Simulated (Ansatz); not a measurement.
# Al2Pt: equation of state with PBEsol

Crystal: Al2Pt.

```
CELL_PARAMETERS angstrom
0.00000 2.95500 2.95500
2.95500 0.00000 2.95500
2.95500 2.95500 0.00000
ATOMIC_POSITIONS crystal
Pt 0.00000 0.00000 0.00000
Al 0.75000 0.75000 0.75000
Al 0.25000 0.25000 0.25000
```

| Item | Value |
| --- | --- |
| Program | Ansatz 0.2.0 |
| Task | equation of state |
| Functional | PBEsol |
| Potentials or basis | all-electron LAPW, scalar-relativistic |
| Basis error allowed | 0.001 eV/atom |
| k mesh | 8 × 8 × 8 |
| Occupations | fermi-dirac, width 0.05 eV |
| Spin | no spin polarisation |

* Equilibrium volume: 17.08 Å³/atom
* Bulk modulus: 138 GPa
* Pressure derivative of the bulk modulus: 4.4

Energy against volume, from the lowest point:
| volume (Å³/atom) | energy (meV/atom) |
| --- | --- |
| 16.170 | 22.98 |
| 16.514 | 8.40 |
| 16.858 | 0.98 |
| 17.202 | 0.00 |
| 17.546 | 4.78 |
| 17.890 | 14.73 |
| 18.234 | 29.30 |

All runs of the series together: 55 s on 2 threads of Arm Neoverse V1, on a shared host.

The run has no spin-orbit coupling, so splittings on Pt are missing.
